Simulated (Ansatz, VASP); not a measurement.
## Two plane-wave programs on TiB2

Contents of INCAR:

```
SYSTEM = TiB2
  ALGO = Normal
  EDIFF = 1E-7
  ENCUT = 520
  GGA = PS
  ISIF = 2
  ISMEAR = -1
  LASPH = .True.
  LCHARG = .False.
  LREAL = .False.
  LWAVE = .False.
  NBANDS = 16
  NELM = 60
  PREC = Accurate
  SIGMA = 0.05
```

KPOINTS

```
k-points
0
Gamma
  10 10 8
  0 0 0
```

File POSCAR:

```
TiB2
1.0
    3.0690624661      0.0000000000      0.0000000000
   -1.5345312330      2.6578860614      0.0000000000
    0.0000000000      0.0000000000      3.2708838193
Ti B
1 2
Direct
    0.0000000000      0.0000000000      0.0000000000
    0.6666666667      0.3333333333      0.5000000000
    0.3333333333      0.6666666667      0.5000000000
```

input.yaml

```yaml
crystal:
  lattice:
    - [3.0690624661, 0.0, 0.0]
    - [-1.534531233, 2.6578860614, 0.0]
    - [0.0, 0.0, 3.2708838193]
  atoms:
    - { symbol: Ti, position: [0.0, 0.0, 0.0] }
    - { symbol: B, position: [0.6666666667, 0.3333333333, 0.5] }
    - { symbol: B, position: [0.3333333333, 0.6666666667, 0.5] }
hamiltonian:
  xc: pbesol
  pseudopotentials: { kind: paw }
kpoints:
  mp_grid: { grid: [10, 10, 8] }
scf:
  occupations: { method: fermi_dirac, width: 0.05 }
output:
  forces: true
  stress: true
  eigenvalues: true
```

Change from the starting cell: volume scaled by 1.04.

Alike in both runs: task single point; functional PBEsol; k mesh 10 × 10 × 8; occupations fermi-dirac, width 0.05 eV; no spin polarisation.

```csv
,VASP,Ansatz
version,VASP 6.6.1,Ansatz 0.2.0
potentials or method,"VASP PAW PBE potentials, release 64 (Ti_sv, B)",Ansatz PAW
plane-wave cutoff (eV),520,420
valence electrons in the cell,18,18
```

```csv
,VASP,Ansatz,Ansatz less VASP
gap on the k mesh at the Fermi level (eV),none,none,-
pressure (GPa),-13.7,-14.0,-0.32
largest component of the traceless stress (GPa),0.11,0.05,-0.064
```

A gap of «none» marks a metal or a gap that the smearing closes. With one functional, cell and mesh, what is left measures potentials, basis and numerics.

Caveats: the PAW data sets were made with another functional, which shifts forces and pressure a little (VASP); the PAW data sets come from PBE, with cores solved anew for the run's functional, which leaves a small shift of forces and pressure (Ansatz).
